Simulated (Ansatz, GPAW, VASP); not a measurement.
**One calculation of SnTe, 4 ways**

```
CELL_PARAMETERS angstrom
0.00000 3.15085 3.15085
3.15085 0.00000 3.15085
3.15085 3.15085 0.00000
ATOMIC_POSITIONS crystal
Te 0.50000 0.50000 0.50000
Sn 0.00000 0.00000 0.00000
```

Alike in all runs: task single point; functional PBE; k mesh 7 × 7 × 7; occupations gaussian, width 0.012 eV; no spin polarisation; no spin-orbit coupling. Pressure is positive in compression and, in plane waves, holds the error of the finite cutoff, which Ansatz's Pulay term estimates and takes out.

```tsv
program and potentials	plane-wave cutoff (eV)	notes	pressure (GPa)
Ansatz, Ansatz PAW	420	15 valence electrons an atom on average; Pulay term of +0.03 GPa included	2.23
Ansatz, all-electron LAPW, scalar-relativistic	-	-	2.23
VASP, PBE PAW files Sn_d, Te, 520 eV	520	10 valence electrons an atom on average	?
GPAW, GPAW PAW data sets (gpaw-data 1.2.1)	600	10 valence electrons an atom on average	1.95
```

Estimate from the other rows what the run with VASP, PBE PAW files Sn_d, Te, 520 eV gave.

Pressure 2.17 GPa. The other rows, which needn't bracket it: pressure 1.95 to 2.23.
